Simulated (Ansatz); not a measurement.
A series in volume per atom on Gd

All results are calculated (Ansatz 0.2.0). Periodic Kohn-Sham DFT of a crystal at fixed atoms; pressure and stress are positive in compression; the energy is the free energy less that of spherical unpolarised free atoms; site moments are those in the method's own spheres, positive along +z.

Cell of the first row (space group P6_3/mmc, No. 194):
```
cell vectors (Å)
   3.5744     0.0000     0.0000
  -1.7872     3.0955     0.0000
   0.0000     0.0000     5.6846
atoms (fractions of the cell vectors)
Gd  0.33333  0.66667  0.25000
Gd  0.66667  0.33333  0.75000
```

Settings of every row: method frozen-core PAW; functional PBE; relativity scalar; k mesh 12x12x7; filling fermi-dirac; smearing width 0.05 eV; wave cutoff 420 eV; paw set soft_2.

Atom:
| element | start moment (bohr magneton) |
| --- | --- |
| Gd | 7 |
| Gd | 7 |

Limits: no spin-orbit coupling on heavy atoms; open f shell, the state may not be the lowest.

| row | volume per atom (Å³) | pressure (GPa) | cell moment (bohr magneton) |
| --- | --- | --- | --- |
| 1 | 31.448 | 2.526 | 15.269 |
| 2 | 32.276 | 1.488 | 15.295 |
| 3 | 33.103 | ? | ? |
| 4 | 33.931 | -0.294 | 15.333 |
| 5 | 34.758 | -1.048 | 15.348 |

Question: what pressure should row 3 give?

Worked fit of pressure. Take u = (V_r/V)^(2/3) − 1 with V_r = 33.103 Å³ an atom, which is twice the finite (Eulerian) strain; such expansions in the strain, on which the Birch-Murnaghan equation of state is built, carry the rest volume and the bulk modulus. The shown rows have u = 0.03478, 0.01701, -0.01634, -0.032. Least squares give pressure = 0.5508 + 53.261 × u + 102.14 × u² GPa; a straight line predicts inner rows, each left out in turn, worse (root mean square 0.066 against 0.0044 GPa). The rows lie off it by -0.001, 0.002, -0.002, 0.001. The withheld row has u = 0, so the fit gives 0.5508 + 53.261 × (0) + 102.14 × (0)² = 0.551 GPa.

The calculation gave 0.549 GPa. The fit lies 0.002 GPa (0.056 % of the column's range) above it; its largest miss of a shown row is 0.002 GPa.

The other values of row 3: cell moment 15.316 bohr magneton.
